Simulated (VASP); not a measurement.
A run of VASP 6.6.1:

INCAR

```
SYSTEM = Sr
  ADDGRID = .False.
  ALGO = Normal
  EDIFF = 1E-8
  ENCUT = 900
  GGA = PE
  ISIF = 2
  ISMEAR = 0
  LASPH = .True.
  LCHARG = .False.
  LREAL = .False.
  LWAVE = .False.
  NBANDS = 17
  NELM = 100
  PREC = Accurate
  SIGMA = 0.05
```

File KPOINTS:

```
k-points
0
Gamma
  12 12 7
  0 0 0
```

Contents of POSCAR:

```
Sr
1.0
    4.3100000000      0.0000000000      0.0000000000
   -2.1550000000      3.7325694903      0.0000000000
    0.0000000000      0.0000000000      7.0500000000
Sr
2
Direct
    0.6666666667      0.3333333333      0.7500000000
    0.3333333333      0.6666666667      0.2500000000
```

Potentials or basis: VASP PAW PBE potentials, release 64 (Sr_sv).

Run with:

```bash
$ cat potpaw_PBE.64/Sr_sv/POTCAR > POTCAR
$ mpirun -np 1 vasp_std > vasp.out
```

Hardware: 1 thread of Intel(R) Xeon(R) 6975P-C (Granite Rapids) (shared host).

Problem. Estimate the wall time of this run.

Solution. Run time: 2.3 min on 1 thread of Intel(R) Xeon(R) 6975P-C (Granite Rapids) (shared host), peak memory 0.51 GiB. Counts: scf iterations 15, k points 76.
